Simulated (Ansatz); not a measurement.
The system is HfH2.

```
Hf H
1.0
    -1.73900    1.73900    2.18050
     1.73900   -1.73900    2.18050
     1.73900    1.73900   -2.18050
Hf H
1 2
Cartesian
  0.0000 0.0000 0.0000
  1.7390 0.0000 1.0902
  0.0000 1.7390 1.0902
```

* Program: Ansatz 0.2.0
* Task: relaxation of cell and atoms
* Functional: r2SCAN
* Potentials or basis: Ansatz PAW
* Cutoff: 500 eV (not typed: the program's choice for these potentials)
* k mesh: 11 × 11 × 11
* Occupations: fermi-dirac, width 0.05 eV
* Spin: no spin polarisation
* Hubbard terms: Hf d U = 3 eV

At the start: volume 8.79 Å³/atom.

Q: How do energy, volume and symmetry change on relaxing?

A: It ends after 5 steps; space group I4/mmm (No. 139, to 0.05 Å).

The path:
```tsv
step	energy change (eV)	largest force (eV/Å)	volume (Å³)
1	0.0000	0.0000	26.38
2	-0.0102	0.0000	26.39
3	-0.0110	0.0000	26.38
4	-0.0111	0.0000	26.38
5	-0.0111	0.0000	26.38
```

Final structure:
```
Hf H
1.0
    -1.76601    1.76601    2.11483
     1.76601   -1.76601    2.11483
     1.76601    1.76601   -2.11483
Hf H
1 2
Direct
  0.00000 0.00000 0.00000
  0.25000 0.75000 0.50000
  0.75000 0.25000 0.50000
```

Caveat: the plane-wave basis is chosen anew once the cell has moved, so the energies of steps on either side of that aren't comparable; U without spin polarisation on a metal has little footing; the PAW data sets come from PBE, with cores solved anew for the run's functional, which leaves a small shift of forces and pressure; the U is typed as a test and isn't derived for this compound.
